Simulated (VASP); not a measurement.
# SiNi2 (P6_3/mmc) in VASP: single point with PBE

Aim: the single point of SiNi2 with PBE.

All numbers are computed with VASP 6.6.1; they aren't measurements. Logs are shortened: lines on timing, memory, paths and dates and some standing lists are left out, and cuts for length are marked.

## Step 1: The crystal as given

The structure is hexagonal, space group P6_3/mmc (No. 194). Conventional cell: a = 3.836 Å, b = 3.836 Å, c = 4.948 Å, α = 90.00°, β = 90.00°, γ = 120.00°. Around Si (site symmetry -6m2) lie 11 Ni at 2.21 to 2.54 Å. Around Ni (site symmetry -3m) lie 8 Ni at 2.47 to 2.54 Å and 6 Si at 2.54 Å. Ni (site symmetry -6m2) has 5 Si at 2.21 to 2.47 Å and 6 Ni at 2.54 Å as nearest neighbours.

## Step 2: Single point, PBE, collinear spin, typed start

The input, INCAR:

```
ALGO = Fast ; EDIFF = 1E-6
ENCUT = 520 ; GGA = PE
ISIF = 2 ; ISMEAR = -1
ISPIN = 2 ; LASPH = True
LCHARG = False ; LMAXMIX = 4
LORBIT = 11 ; LREAL = False
LWAVE = False ; MAGMOM = 0 0 2 2 2 2
NBANDS = 37 ; NELM = 150
PREC = Accurate ; SIGMA = 0.05
```

The input, KPOINTS:

```
k-points
0
Gamma
  9 9 6
```

The input, POSCAR:

```
SiNi2
1.0
    3.8360000000      0.0000000000      0.0000000000
   -1.9180000000      3.3220734500      0.0000000000
    0.0000000000      0.0000000000      4.9480000000
Si Ni
2 4
Direct
    0.3333333300      0.6666666700      0.7500000000
    0.6666666700      0.3333333300      0.2500000000
    0.0000000000      0.0000000000      0.0000000000
    0.0000000000      0.0000000000      0.5000000000
    0.3333333300      0.6666666700      0.2500000000
    0.6666666700      0.3333333300      0.7500000000
```

Potentials or basis: VASP PAW PBE potentials, release 64 (Si, Ni).

The run is started by

```sh
$ cat potpaw_PBE.64/Si/POTCAR potpaw_PBE.64/Ni/POTCAR > POTCAR
$ mpirun -np 1 vasp_std > vasp.out
```

OUTCAR:

```text
EDIFF = 1E-6
   ENCUT = 520
   GGA = PE
   ISIF = 2
   ISMEAR = -1
   ISPIN = 2
   LASPH = True
   LORBIT = 11
   LREAL = False
   NELM = 150
   PREC = Accurate

 ion  position               nearest neighbor table
   1  0.333  0.667  0.750-   6 2.21   6 2.21   6 2.21   5 2.47   5 2.47   3 2.54   4 2.54   4 2.54
                             3 2.54   4 2.54   3 2.54
   2  0.667  0.333  0.250-   5 2.21   5 2.21   5 2.21   6 2.47   6 2.47   3 2.54   4 2.54   3 2.54
                             4 2.54   3 2.54   4 2.54
   3  0.000  0.000  0.000-   4 2.47   4 2.47   1 2.54   5 2.54   6 2.54   2 2.54   2 2.54   6 2.54
                             1 2.54   5 2.54   2 2.54   6 2.54   1 2.54   5 2.54
   4  0.000  0.000  0.500-   3 2.47   3 2.47   1 2.54   5 2.54   6 2.54   2 2.54   2 2.54   6 2.54
                             1 2.54   5 2.54   2 2.54   6 2.54   1 2.54   5 2.54
   5  0.333  0.667  0.250-   2 2.21   2 2.21   2 2.21   1 2.47   1 2.47   3 2.54   4 2.54   4 2.54
                             3 2.54   4 2.54   3 2.54
   6  0.667  0.333  0.750-   1 2.21   1 2.21   1 2.21   2 2.47   2 2.47   3 2.54   4 2.54   3 2.54
                             4 2.54   3 2.54   4 2.54

  LATTYP: Found a hexagonal cell.
 ALAT       =     3.8360000000
 C/A-ratio  =     1.2898852972

  Lattice vectors:

 A1 = (   3.8360000000,   0.0000000000,   0.0000000000)
 A2 = (  -1.9180000000,   3.3220734500,   0.0000000000)
 A3 = (   0.0000000000,   0.0000000000,   4.9480000000)

Analysis of symmetry for initial positions (statically):
=====================================================================
 Subroutine PRICEL returns:
 Original cell was already a primitive cell.

 Routine SETGRP: Setting up the symmetry group for a
 hexagonal supercell.

 Subroutine GETGRP returns: Found 24 space group operations
 (whereof 12 operations were pure point group operations)
 out of a pool of 24 trial point group operations.

The static configuration has the point symmetry D_3d.
 The point group associated with its full space group is D_6h.

Analysis of symmetry for dynamics (positions and initial velocities):
=====================================================================
 Subroutine PRICEL returns:
 Original cell was already a primitive cell.

 Routine SETGRP: Setting up the symmetry group for a
 hexagonal supercell.

 Subroutine GETGRP returns: Found 24 space group operations
 (whereof 12 operations were pure point group operations)
 out of a pool of 24 trial point group operations.

The dynamic configuration has the point symmetry D_3d.
 The point group associated with its full space group is D_6h.

Analysis of structural, dynamic, and magnetic symmetry:
=====================================================================
 Subroutine PRICEL returns:
 Original cell was already a primitive cell.

 Routine SETGRP: Setting up the symmetry group for a
 hexagonal supercell.

 Subroutine GETGRP returns: Found 24 space group operations
 (whereof 12 operations were pure point group operations)
 out of a pool of 24 trial point group operations.

The overall configuration has the point symmetry D_3d.
 The point group associated with its full space group is D_6h.

 Subroutine INISYM returns: Found 24 space group operations
 (whereof 12 operations are pure point group operations),
 and found     1 'primitive' translations

----------------------------------------------------------------------------------------

                                     Primitive cell

  volume of cell :      63.0547

  direct lattice vectors                    reciprocal lattice vectors
     3.836000000  0.000000000  0.000000000     0.260688217  0.150508412  0.000000000
    -1.918000000  3.322073450  0.000000000     0.000000000  0.301016824  0.000000000
     0.000000000  0.000000000  4.948000000     0.000000000  0.000000000  0.202101859

  length of vectors
     3.836000000  3.836000001  4.948000000     0.301016824  0.301016824  0.202101859

  position of ions in fractional coordinates (direct lattice)
     0.333333330  0.666666670  0.750000000
     0.666666670  0.333333330  0.250000000
     0.000000000  0.000000000  0.000000000
     0.000000000  0.000000000  0.500000000
     0.333333330  0.666666670  0.250000000
[... 65 lines left out ...]
   number of dos      NEDOS =    301   number of ions     NIONS =      6
   total plane-waves  NPLWV =  36000
   dimension x,y,z NGX =    30 NGY =   30 NGZ =   40
   dimension x,y,z NGXF=    60 NGYF=   60 NGZF=   80
   ions per type =               2   4
   NGX,Y,Z   is equivalent  to a cutoff of  13.00, 13.00, 13.44 a.u.
   NGXF,Y,Z  is equivalent  to a cutoff of  26.00, 26.00, 26.88 a.u.
 SYSTEM =  unknown system
   PREC   = accura    normal or accurate (medium, high low for compatibility)
   ISTART =      0    job   : 0-new  1-cont  2-samecut
   ICHARG =      2    charge: 1-file 2-atom 10-const
   ISPIN  =      2    spin polarized calculation?
   LNONCOLLINEAR =      F non collinear calculations
   LSORBIT =      F    spin-orbit coupling
   LASPH  =      T    aspherical Exc in radial PAW
   ENCUT  =  520.0 eV  38.22 Ry    6.18 a.u.   7.13  7.13  9.20*2*pi/ulx,y,z
   NELM   =    150;   NELMIN=  2; NELMDL= -5     # of ELM steps
   EDIFF  = 0.1E-05   stopping-criterion for ELM
   LREAL  =      F    real-space projection
   EDIFFG = 0.1E-04   stopping-criterion for IOM
   NSW    =      0    number of steps for IOM
   IBRION =     -1    ionic relax: 0-MD 1-quasi-New 2-CG
   NFREE  =      0    steps in history (QN), initial steepest desc. (CG)
   ISIF   =      2    stress and relaxation
   ISYM   =      2    0-nonsym 1-usesym 2-fastsym
   POTIM  = 0.5000    time-step for ionic-motion
   TEBEG  =    0.0;   TEEND  =   0.0 temperature during run
   PSTRESS=    0.0 pullay stress
   NELECT =      48.0000    total number of electrons
   NUPDOWN=      -1.0000    fix difference up-down
   EMIN   =  10.00;   EMAX   =-10.00  energy-range for DOS
   EFERMI =   0.00;   METHOD = LEGACY
   ISMEAR =    -1;   SIGMA  =   0.05  broadening in eV -4-tet -1-fermi 0-gaus
   EFERMI_NEDOS =   21; number of points for ismear=-14 and -15
   IALGO  =     68    algorithm
   IMIX   =      4    mixing-type and parameters
     AMIX     =   0.40;   BMIX     =  1.00
     AMIX_MAG =   1.60;   BMIX_MAG =  1.00
  volume/ion in A,a.u.               =      10.51        70.92
  Fermi-wavevector in a.u.,A,eV,Ry     =   1.494799  2.824760 30.401176  2.234423
  Thomas-Fermi vector in A             =   2.607025
   LORBIT       =     11    0 simple, 1 ext, 2 COOP (PROOUT), +10 PAW based schemes
   GGA     = PE    functional components
   LHFCALC =     F    Hartree Fock is set to
   AEXX    =    0.0000 exact exchange contribution
   IVDW    =     0    specifies the selected vdW correction
   LEPSILON=     F    determine dielectric tensor
   LRPA    =     F    only Hartree local field effects (RPA)
 spin polarized calculation
 RMM-DIIS sequential band-by-band and
  energy-cutoff  :      520.00
  volume of cell :       63.05
 maximum number of plane-waves:      1712
 NGX is ok and might be reduce to    30
   NGX = 15   NGY = 15   NGZ = 19

 number of electron      47.9999937 magnetization       0.0029422

 number of electron      47.9999937 magnetization      -0.0005804

 Free energy of the ion-electron system (eV)
  ---------------------------------------------------
  ext. energy  EPLUGINS =         0.00000000
  ---------------------------------------------------
  free energy    TOTEN  =       -35.66691916 eV

  energy without entropy =      -35.64010674  energy(sigma->0) =      -35.65351295

 E-fermi :  11.7139     XC(G=0): -13.1417

 val. band max:       11.6718328659   @ k =   0.3333   0.1111   0.3333
 cond. band min:      11.7174539022   @ k =   0.2222   0.2222   0.1667
 fundamental gap:      0.0456210362
 Fermi energy:        11.7139043338

 spin component 1

 k-point     1 :       0.0000    0.0000    0.0000
  band No.  band energies     occupation
      1      -1.1779      1.00000
      2       3.2739      1.00000
      3       5.0044      1.00000
      4       6.4301      1.00000
      5       6.4301      1.00000
      6       7.6055      1.00000
[... 925 lines left out ...]
     35      21.5520      0.00000
     36      24.0150      0.00000

 [... further k-points ...]

 spin component 2

 k-point     1 :       0.0000    0.0000    0.0000
  band No.  band energies     occupation
      1      -1.1780      1.00000
      2       3.2738      1.00000
      3       5.0043      1.00000
      4       6.4301      1.00000
      5       6.4301      1.00000
      6       7.6055      1.00000
[... 925 lines left out ...]
     35      21.5520      0.00000
     36      24.0150      0.00000

 [... further k-points ...]

 [bands above 36 left out]

------------------------ aborting loop because EDIFF is reached ----------------------------------------

  FORCE on cell =-STRESS in cart. coord.  units (eV):
  Direction    XX          YY          ZZ          XY          YZ          ZX
  --------------------------------------------------------------------------------------
  -------------------------------------------------------------------------------------
  Total        5.1253630      5.1253630      3.0687681      0.0000000     -0.0000000      0.0000000
  in kB      130.2319935    130.2319936     77.9753134      0.0000000     -0.0000000      0.0000000
  external PRESSURE =     112.8131002 kB  Pullay stress =       0.0000000 kB

 VOLUME and BASIS-vectors are now :
 -----------------------------------------------------------------------------
  energy-cutoff  :      520.00
  volume of cell :       63.05
      direct lattice vectors                 reciprocal lattice vectors
     3.836000000  0.000000000  0.000000000     0.260688217  0.150508412  0.000000000
    -1.918000000  3.322073450  0.000000000     0.000000000  0.301016824  0.000000000
     0.000000000  0.000000000  4.948000000     0.000000000  0.000000000  0.202101859

 POSITION                                       TOTAL-FORCE (eV/Angst)
 -----------------------------------------------------------------------------------
     -0.00000      2.21472      3.71100        -0.000000      0.000000      0.000000
      1.91800      1.10736      1.23700         0.000000     -0.000000      0.000000
      0.00000      0.00000      0.00000         0.000000      0.000000      0.000000
      0.00000      0.00000      2.47400         0.000000      0.000000      0.000000
     -0.00000      2.21472      1.23700         0.000000     -0.000000      0.000000
      1.91800      1.10736      3.71100        -0.000000      0.000000      0.000000
 -----------------------------------------------------------------------------------
    total drift:                                0.000000     -0.000000      0.000000

  FREE ENERGIE OF THE ION-ELECTRON SYSTEM (eV)
  ---------------------------------------------------
  free  energy   TOTEN  =       -35.6669191618 eV

  energy  without entropy=      -35.6401067392  energy(sigma->0) =      -35.65351295

 total charge

# of ion       s       p       d       tot
------------------------------------------
    1        0.725   0.898   0.000   1.623
    2        0.725   0.898   0.000   1.623
    3        0.444   0.574   8.452   9.470
    4        0.444   0.574   8.452   9.470
    5        0.530   0.656   8.541   9.728
    6        0.530   0.656   8.541   9.728
--------------------------------------------------
tot          3.399   4.254  33.988  41.641

 magnetization (x)

# of ion       s       p       d       tot
------------------------------------------
    1       -0.000  -0.000   0.000  -0.000
    2       -0.000  -0.000   0.000  -0.000
    3       -0.000  -0.000  -0.000  -0.000
    4       -0.000  -0.000  -0.000  -0.000
    5       -0.000   0.000  -0.000  -0.000
    6       -0.000   0.000  -0.000  -0.000
--------------------------------------------------
tot         -0.000  -0.000  -0.000  -0.000
```

Wall time 2.9 min (1 thread of Intel Xeon Platinum 8559C (Emerald Rapids), shared host); peak memory 0.31 GiB.

What came out:

```yaml
Free_energy: -35.6669 eV
Pressure: 11.3 GPa
Band_gap_on_the_k_mesh: none (metal or under the smearing width)
Net_moment: 0.00 μB per cell
Valence_electrons_inside_the_program's_atomic_spheres: Si 1.62; Ni 9.47, 9.73
```

Stress tensor (GPa, compression positive):
```
13.02  0.00  0.00
 0.00 13.02  0.00
 0.00  0.00  7.80
```

Caveat: the starting moments collapsed, and a magnetic state may lie lower.
